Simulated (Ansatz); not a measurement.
Level of theory: DFT r2SCAN, scalar-relativistic, plane waves, PAW (Ansatz).

Structure of Cu:

```xyz
1
Lattice="0.0000 1.7884 1.7884 1.7884 0.0000 1.7884 1.7884 1.7884 0.0000" Properties=species:S:1:pos:R:3 pbc="T T T"
Cu    0.0000    0.0000    0.0000
```

Plane waves to 500 eV, a k mesh through Γ of 20×20×20 on the computed 1-atom cell and Gaussian smearing (0.10 eV); no spin polarisation.

Levels along Γ–X–U | K–Γ–L–W–X, in eV from the Fermi level, sorted by energy at each point. Points in fractions of the primitive reciprocal vectors: Γ (0.000 0.000 0.000), X (0.500 0.000 0.500), U (0.625 0.250 0.625), K (0.375 0.375 0.750), L (0.500 0.500 0.500), W (0.500 0.250 0.750).
```csv
point,"k (1/Å, with 2π)",band 7,band 8,band 9,band 10,band 11
Γ,0.000,-3.18,-3.18,-2.32,-2.32,23.68
-,0.251,-3.12,-3.12,-2.39,-2.29,22.90
-,0.502,-2.93,-2.93,-2.58,-2.21,21.57
-,0.753,-2.78,-2.64,-2.64,-2.09,19.35
-,1.004,-2.71,-2.29,-2.29,-1.96,17.16
-,1.255,-1.92,-1.92,-1.84,-1.72,13.13
-,1.506,-1.76,-1.64,-1.64,0.23,9.51
X,1.757,-1.73,-1.53,-1.53,1.55,7.67
-,1.845,-1.74,-1.59,-1.53,1.64,7.69
-,1.934,-1.77,-1.75,-1.55,1.90,7.72
-,2.023,-1.97,-1.83,-1.57,2.29,7.78
-,2.111,-2.22,-1.90,-1.60,2.77,7.84
-,2.200,-2.47,-1.99,-1.64,3.33,7.86
-,2.289,-2.71,-2.08,-1.69,3.94,7.26
U,2.378,-2.93,-2.18,-1.74,4.60,6.11
K,2.378,-2.93,-2.18,-1.74,4.60,6.11
-,2.644,-3.44,-2.45,-1.95,2.82,6.82
-,2.910,-3.67,-2.64,-2.21,0.32,9.38
-,3.176,-3.30,-2.69,-2.48,-1.12,12.26
-,3.442,-3.06,-2.75,-2.63,-1.86,15.43
-,3.708,-3.01,-2.98,-2.49,-2.21,18.86
-,3.975,-3.13,-3.12,-2.37,-2.31,22.25
Γ,4.241,-3.18,-3.18,-2.32,-2.32,23.68
-,4.458,-3.14,-3.14,-2.33,-2.33,22.52
-,4.676,-3.06,-3.06,-2.35,-2.35,18.93
-,4.893,-3.01,-3.01,-2.30,-2.30,15.10
-,5.110,-3.05,-3.05,-2.13,-2.13,11.46
-,5.327,-3.14,-3.01,-1.92,-1.92,8.16
-,5.545,-3.21,-1.94,-1.75,-1.75,5.44
L,5.762,-3.23,-1.69,-1.69,-1.16,4.16
-,5.939,-3.19,-2.20,-1.70,-0.51,4.19
-,6.117,-3.05,-2.75,-1.72,0.47,4.30
-,6.294,-3.14,-2.84,-1.74,1.60,4.51
-,6.472,-3.40,-2.60,-1.75,2.86,4.87
-,6.649,-3.59,-2.43,-1.69,4.23,5.43
-,6.827,-3.71,-2.37,-1.58,5.66,6.14
W,7.004,-3.76,-2.36,-1.53,6.59,6.59
-,7.130,-3.45,-2.32,-1.53,5.56,7.69
-,7.255,-3.11,-2.21,-1.53,4.58,8.30
-,7.381,-2.74,-2.06,-1.53,3.69,8.06
-,7.506,-2.34,-1.93,-1.53,2.89,7.89
-,7.632,-1.96,-1.82,-1.53,2.21,7.77
-,7.757,-1.75,-1.66,-1.53,1.73,7.70
X,7.883,-1.73,-1.53,-1.53,1.55,7.67
```